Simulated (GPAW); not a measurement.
A run of GPAW 26.7.0 is set up as follows.

Contents of run.py:

```python
from ase import Atoms
from ase.dft.bandgap import bandgap
from ase.io import write
from ase.units import GPa
from gpaw import GPAW, PW, setup_paths

setup_paths.insert(0, '.')

atoms = Atoms(['Sr', 'O'],
              cell=[[0.0, 2.5663, 2.5663],
                    [2.5663, 0.0, 2.5663],
                    [2.5663, 2.5663, 0.0]],
              scaled_positions=[[0.498042, 0.49679, 0.50611],
                                [0.022373, -0.002082, -0.004903]],
              pbc=True)

calc = GPAW(mode=PW(800),
            xc='PBEsol',
            kpts={'size': (9, 9, 9), 'gamma': True},
            occupations={'name': 'fermi-dirac', 'width': 0.05},
            nbands=16,
            convergence={'density': 1e-05, 'energy': 1e-05},
            maxiter=150,
            txt='gpaw.txt')
atoms.calc = calc
energy = atoms.get_potential_energy()
forces = atoms.get_forces()
stress = atoms.get_stress()
calc.write('gs.gpw')
write('result.traj', atoms)
print(f'Energy: {energy:.6f} eV')
print('Forces (eV/A):')
print(forces.round(4))
print('Stress (GPa):', (stress / GPa).round(3))
print('Fermi level:', round(calc.get_fermi_level(), 4), 'eV')
print(f'Gap: {bandgap(calc)[0]:.4f} eV, direct: {bandgap(calc, direct=True)[0]:.4f} eV')
```

Potentials or basis: PAW data sets generated in the run's folder for this functional, pw.

Run with:

```sh
$ gpaw-setup -f PBEsol O Sr
$ OMP_NUM_THREADS=1 python run.py
```

Question: Estimate the largest force.

Answer: 0.173 eV/Å.

Question: Predict the pressure.

Answer: 0.2 GPa.

Stress tensor (GPa, compression positive):
```
 0.02  0.01  0.02
 0.01  0.08 -0.03
 0.02 -0.03  0.44
```

Caveat: an odd mesh through Γ misses points on the zone boundary, where band edges often lie.
